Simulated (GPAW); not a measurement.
Here is a GPAW 26.7.0 calculation.

run.py

```python
from ase import Atoms
from ase.calculators.mixing import SumCalculator
from ase.filters import FrechetCellFilter
from ase.io import write
from ase.optimize import BFGS
from dftd4.ase import DFTD4
from gpaw import GPAW, PW, setup_paths

setup_paths.insert(0, '.')

atoms = Atoms(['Fe', 'Si', 'Si'],
              cell=[[2.684, 0.0, 0.0],
                    [0.0, 2.684, 0.0],
                    [0.0, 0.0, 5.128]],
              scaled_positions=[[0.0, 0.0, 0.0],
                                [0.5, 0.5, 0.73],
                                [0.5, 0.5, 0.27]],
              pbc=True)
atoms.set_initial_magnetic_moments([3.0, 0.0, 0.0])

calc = GPAW(mode=PW(600),
            xc='PBEsol',
            kpts={'size': (7, 7, 4), 'gamma': True},
            occupations={'name': 'fermi-dirac', 'width': 0.05},
            nbands=19,
            convergence={'density': 1e-05, 'forces': 0.0001},
            maxiter=150,
            txt='gpaw.txt')
atoms.calc = SumCalculator([calc, DFTD4(method='pbesol')])
opt = BFGS(FrechetCellFilter(atoms), trajectory='relax.traj', logfile='-')
done = opt.run(fmax=0.02, steps=60)
calc.write('gs.gpw')
write('result.traj', atoms)
print('Converged:', done)
print('Cell:', atoms.cell.cellpar().round(4))
print('Volume:', round(atoms.get_volume(), 4))
print(atoms.get_scaled_positions().round(5))
```

Potentials or basis: PAW data sets generated in the run's folder for this functional, pw.

The run is started by

```sh
$ gpaw-setup -f PBEsol Fe Si
$ OMP_NUM_THREADS=1 python run.py
```

(1) Estimate the relaxed cell.

(2) Estimate the space group after relaxing (to 0.05 Å).

Answers

(1) a = 2.676 Å, b = 2.676 Å, c = 5.091 Å, α = 90.00°, β = 90.00°, γ = 90.00°.

(2) P4/mmm (No. 123).

Caveat: each step starts from the last one's moments, so a moment once lost doesn't come back; later steps reuse the first step's grids.
